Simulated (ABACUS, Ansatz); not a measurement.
# LiF: energy against volume and a worked fit

The structure is cubic, space group Fm-3m (No. 225). Conventional cell: a = 4.028 Å, b = 4.028 Å, c = 4.028 Å, α = 90.00°, β = 90.00°, γ = 90.00°. Around F (site symmetry m-3m) lie 6 Li at 2.01 Å. Li (site symmetry m-3m) is surrounded by 6 F at 2.01 Å.

The cell was scaled at fixed shape and fractions and run with Ansatz, Ansatz PAW (files of its older set among them), cutoff 1050 eV; PBEsol, k mesh 11 × 11 × 11 on the cell of 2 atoms, fermi-dirac occupations of 0.05 eV, no spin polarisation, no spin-orbit coupling. The potentials were made for PBE. Energies are those that the program minimises, any entropy of the smearing included.

```csv
V (Å³/atom),energy over the lowest row (meV/atom)
7.6790,3.748
7.8424,1.023
8.0058,0.000
8.1692,0.507
8.3326,2.389
8.4959,?
8.6593,9.745
```

**Question.** Fit the third-order Birch-Murnaghan form, give V0, B0 and B′, and predict the energy left open.

**Answer.** With y = (V0/V)^(2/3), E = E0 + (9 V0 B0/16) [(y - 1)³ B′ + (y - 1)² (6 - 4y)]. Least squares through the rows shown give V0 = 8.0307 Å³/atom, E0 = -0.018 meV, B0 = 72.47 GPa (1 eV/Å³ = 160.218 GPa) and B′ = 4.20, with a largest miss of 0.002 meV. At V = 8.4959 the form with these constants gives 5.509 meV; the run gave 5.510 meV an atom. Other set-ups at this level, from all their volumes (Å³/atom, GPa): ABACUS, PseudoDojo NC SR 0.4.1 PBEsol standard, plane waves: V0 8.009, B0 72.94; Ansatz, Ansatz PAW (made for PBE): V0 8.047, B0 71.35; Ansatz, JTH PAW (made for PBE): V0 8.082, B0 72.36; Ansatz, PseudoDojo standard (made for PBE): V0 8.009, B0 72.99. Measured volume: 8.158 Å³/atom at 298.15 K (a printed reference work), so the fit lies -1.6 % from it. The runs are for a static lattice.
